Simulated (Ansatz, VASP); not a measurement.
Pt: VASP beside Ansatz

```
Pt
1.0
    -1.58206    1.58206    1.58206
     1.58206   -1.58206    1.58206
     1.58206    1.58206   -1.58206
Pt
1
Direct
  0.00000 0.00000 0.00000
```

This isn't the form of Pt at room conditions, which is fcc.

Alike in both runs: task single point; functional revPBE; k mesh 17 × 17 × 17; occupations fermi-dirac, width 0.08 eV; no spin polarisation.

|  | VASP | Ansatz |
| --- | --- | --- |
| version | VASP 6.6.1 | Ansatz 0.2.0 |
| potentials or method | VASP PAW PBE potentials, release 64 (Pt) | norm-conserving pseudopotentials, scalar-relativistic |
| plane-wave cutoff (eV) | 520 | 1143 |
| valence electrons in the cell | 10 | 18 |

|  | VASP | Ansatz | Ansatz less VASP |
| --- | --- | --- | --- |
| gap on the k mesh at the Fermi level (eV) | none | none | - |
| pressure (GPa) | 2.4 | 2.9 | +0.48 |

A gap of «none» marks a metal or a gap that the smearing closes. The two sets of potentials don't hold the same shells in valence.

Caveats: the PAW data sets were made with another functional, which shifts forces and pressure a little (VASP). Spin-orbit coupling is left out, which matters for the levels of Pt.
